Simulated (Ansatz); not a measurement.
PbF2 (started from an entry of an open crystallographic database), relaxed with r2SCAN+rVV10. It is orthorhombic, Pnma (No. 62); a = 6.350 Å, b = 3.858 Å, c = 7.616 Å in the conventional setting, 15.55 Å³ an atom. Around Pb lie 9 F at 2.44–2.99 Å; around F lie 4 Pb at 2.44–2.59 Å; around F lie 5 Pb at 2.44–2.99 Å.

```
Pb F
1.0
     6.34966    0.00000    0.00000
     0.00000    3.85813    0.00000
     0.00000    0.00000    7.61561
Pb F
4 8
Direct
  0.74542 0.75000 0.10828
  0.25458 0.25000 0.89172
  0.75458 0.25000 0.60828
  0.24542 0.75000 0.39172
  0.14042 0.75000 0.06244
  0.85958 0.25000 0.93756
  0.35958 0.25000 0.56244
  0.64042 0.75000 0.43756
  0.53127 0.75000 0.84275
  0.46873 0.25000 0.15725
  0.96873 0.25000 0.34275
  0.03127 0.75000 0.65725
```

The questions ask for values computed with the PAW code Ansatz on this geometry. No magnetic order and no zero-point or thermal motion.

Given (4×6×4 mesh): With LDA the valence top lies at Y–Γ (0.25 of the way from Y) and the conduction bottom at Γ, 4.10 eV higher; the smallest vertical gap, at Γ–Z (0.20 of the way from Γ), is 4.38 eV.

(1) Estimate the gap with PBE+SOC on 4×6×4.

(2) What does r2SCAN give for the gap (4×6×4 mesh)?

(3) How strongly does the crystal screen a field with clamped ions (PBE)?

Results:

(1) The PBE+SOC gap is indirect, 3.88 eV (Y–Γ (0.25 of the way from Y) to Γ), below the direct gap of 4.15 eV at Γ–Z (0.20 of the way from Γ). The gap differs by -0.22 eV from LDA's.

(2) The r2SCAN gap is indirect, 4.69 eV (Y–Γ (0.25 of the way from Y) to Γ), below the direct gap of 4.97 eV at Γ–Z (0.20 of the way from Γ). The gap differs by +0.59 eV from LDA's.

(3) The clamped-ion dielectric constant comes out as 3.71, 3.74 and 3.62 along x, y and z. Born charges, averaged over directions: Pb +3.28, F -1.64 e.

Only the levels marked +SOC include spin-orbit coupling.

Where an edge lies off the special points, it is a point of the mesh or the k point where a search put PBE's edge or least direct gap, reused for the other functionals, whose own edges may lie a little apart.

PBE's own run along the path (4.25 eV) came before the search for the edges and missed one, so it isn't listed. Set aside, since their points miss a band edge that the other levels read or their mesh is too coarse: HSE06, DDH-PBE0, PBE0, Hartree-Fock.
